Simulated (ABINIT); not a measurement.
A calculation with ABINIT 10.8.3 (patched build) of PtS2 (native input, structure from a POSCAR):

The input run.abi:

```
# Pseudopotentials
pp_dirpath "./"
pseudos "Pt.GGA_PBE-JTH.xml, S.GGA_PBE-JTH.xml"

# Structure
structure "poscar:POSCAR"
natom 3

# Plane-wave basis
ecut 20.0
pawecutdg 40.0

# k points
kptopt 1
ngkpt 9 9 5
nshiftk 1
shiftk 0.0 0.0 0.0

# Exchange and correlation
ixc 11

# Bands and occupations
nband 15
occopt 3
tsmear 0.00183747

# SCF cycle
nstep 100
tolvrs 1.0e-9

# Output
iomode 3
prtwf 0
prteig 0
prtebands 0
enunit 2
prtden 1
prtvha 1
prtvclmb 1
prtpot 1
```

The input POSCAR:

```
PtS2
1.0
    3.5432000000      0.0000000000      0.0000000000
   -1.7716000000      3.0685012107      0.0000000000
    0.0000000000      0.0000000000      5.0388000000
Pt S
1 2
Direct
    0.0000000000      0.0000000000      0.0000000000  Pt
    0.6666666667      0.3333333333      0.7730000000  S
    0.3333333333      0.6666666667      0.2270000000  S
```

Potentials or basis: JTH PAW PBE v2.0.

Run with:

```sh
$ abinit run.abi > log 2>&1
```

Write the same calculation in another form: ASE script, Cartesian positions.

As run:

The input run.py:

```python
import json, os
import numpy as np
from ase.units import GPa
from ase.calculators.abinit import Abinit, AbinitProfile
from ase.io import read

atoms = read('PtS2.xyz')

profile = AbinitProfile(command='abinit', pp_paths=[os.path.abspath('pseudos')])
params = dict(
    pps='pawxml', xc='PBE',
    ecut=544.2277,
    pawecutdg=1088.4554,
    kptopt=1,
    ngkpt=[9, 9, 5],
    nshiftk=1,
    shiftk=[0.0, 0.0, 0.0],
    ixc=11,
    nband=15,
    occopt=3,
    tsmear=0.05,
    nstep=100,
    tolvrs=1e-09,
    prtwf=0,
    prtden=0,
)

atoms.calc = Abinit(profile=profile, directory='run', **params)
energy = atoms.get_potential_energy()
forces = atoms.get_forces()
stress = atoms.get_stress()
print(f'energy {energy:.6f} eV')
print('forces (eV/A)')
print(np.round(forces, 5))
print('stress (GPa, Voigt, tension positive)', np.round(stress / GPa, 4))
json.dump(dict(energy=energy, forces=forces.tolist(), stress=stress.tolist(), cell=atoms.cell.tolist(), frac=atoms.get_scaled_positions(wrap=False).tolist()), open('results.json', 'w'))
```

File PtS2.xyz:

```xyz
3
Lattice="3.5432000000 0.0000000000 0.0000000000 -1.7716000000 3.0685012107 0.0000000000 0.0000000000 0.0000000000 5.0388000000" Properties=species:S:1:pos:R:3 pbc="T T T"
Pt     0.0000000000      0.0000000000      0.0000000000
S      1.7716000002      1.0228337368      3.8949924000
S     -0.0000000002      2.0456674739      1.1438076000
```

Potentials or basis: JTH PAW PBE v2.0.

Command:

```console
$ python run.py
```

Both were run:

|  | native input, structure from a POSCAR | ASE script, Cartesian positions |
| --- | --- | --- |
| Pressure | 12.3 GPa | 12.3 GPa |
| Largest force | 1.367 eV/Å | 1.367 eV/Å |
| Band gap on the k mesh | 0.98 eV, indirect (least direct gap 1.03 eV) | 0.98 eV, indirect (least direct gap 1.03 eV) |
| Valence electrons inside the program's atomic spheres | Pt 8.89; S 3.58 | Pt 8.89; S 3.58 |

Keys that steer only the numerical path or the files written may differ.

Caveat: spin-orbit coupling is left out, which moves the levels of the heavy elements; an odd mesh through Γ misses points on the zone boundary, where band edges often lie; forces of over 1 eV/Å show positions far from the minimum, so gaps and moduli don't describe the material at rest.
